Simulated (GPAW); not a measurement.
Input of a GPAW 26.7.0 run:

run.py

```python
from ase.eos import EquationOfState
from ase.io import Trajectory, read
from ase.units import GPa
from gpaw import GPAW, PW

atoms = read('NbP.xyz')

traj = Trajectory('eos.traj', 'w')
volumes, energies = [], []
for x in [0.94, 0.96, 0.98, 1.0, 1.02, 1.04, 1.06]:
    a = atoms.copy()
    a.set_cell(atoms.cell * x**(1 / 3), scale_atoms=True)
    calc = GPAW(mode=PW(600),
                xc='PBE',
                kpts={'size': (11, 11, 11), 'gamma': True},
                occupations={'name': 'fermi-dirac', 'width': 0.05},
                nbands=34,
                convergence={'density': 1e-05, 'energy': 1e-05},
                maxiter=150,
                txt=f'eos-{x:.2f}.txt')
    a.calc = calc
    energies.append(a.get_potential_energy(force_consistent=True))
    volumes.append(a.get_volume())
    p = -a.get_stress()[:3].mean() / GPa
    calc.write(f'eos-{x:.2f}.gpw')
    traj.write(a)
    print(f'{x:.2f} {volumes[-1]:10.4f} A^3 {energies[-1]:14.6f} eV {p:9.3f} GPa', flush=True)

v0, e0, B = EquationOfState(volumes, energies, eos='birchmurnaghan').fit()
print(f'V0 = {v0:.4f} A^3, E0 = {e0:.6f} eV, B0 = {B / GPa:.2f} GPa')
```

NbP.xyz

```xyz
4
Lattice="-1.6749232544 1.6749232544 5.7401081759 1.6749232544 -1.6749232544 5.7401081759 1.6749232544 1.6749232544 -5.7401081759" Properties=species:S:1:pos:R:3 pbc="T T T"
Nb     1.6749232544      0.0000000000      2.8686856462
Nb     0.0000000000      0.0000000000      5.7387397341
P      0.0000000000      1.6749232544      3.8200163902
P      0.0000000000      0.0000000000      0.9499623022
```

Potentials or basis: GPAW PAW data sets (gpaw-data 1.2.1), pw.

Launch:

```console
$ OMP_NUM_THREADS=1 python run.py
```

Question: What does it give for the bulk modulus at fixed shape and positions?

Answer: 191 GPa.

Question: What does it give for the pressure derivative of the bulk modulus?

Answer: 4.3.

Energy against volume, from the lowest point:
```csv
volume (Å³/atom),energy (meV/atom)
15.137,28.78
15.459,10.30
15.781,1.02
16.103,0.00
16.425,6.42
16.747,19.51
17.069,38.60
```

Caveat: the cell was scaled at fixed shape and fractional positions, which overstates the stiffness of a crystal with free parameters, most of all of layers and chains; the program warned that so skewed a cell can give wrong results.
